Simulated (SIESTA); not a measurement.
MgSe:

```xyz
2
Lattice="0.0000 2.7255 2.7255 2.7255 0.0000 2.7255 2.7255 2.7255 0.0000" Properties=species:S:1:pos:R:3 pbc="T T T"
Se    2.7255    2.7255    2.7255
Mg    0.0000    0.0000    0.0000
```

Base run:

| Quantity | Value |
| --- | --- |
| Program | SIESTA 5.4.2 |
| Functional | PBE |
| Potentials or basis | PseudoDojo 0.4 standard (PBE files) |
| Basis | DZP (energy shift 0.003 Ry; two zetas on semicore shells) |
| Grid cutoff | 800 Ry |
| Energy shift | 0.003 Ry |
| k mesh | 8 × 8 × 8 |
| Occupations | fermi-dirac, width 0.05 eV |
| Spin | no spin polarisation |

Its results: band gap on the k mesh 1.92 eV, indirect (least direct gap 2.66 eV); pressure 4.1 GPa.

Question: The run is repeated on the same cell with these changes: functional from PBE to vdW-DF-cx. What comes out?

Answer: Band gap on the k mesh 2.08 eV, indirect (least direct gap 2.78 eV); pressure 3.0 GPa.

Caveats: the basis of atomic orbitals isn't converged, which shifts pressures, moduli and gaps; the potentials were made for another functional, which shifts forces and pressure (some runs).

Not every run made on this cell is shown here.
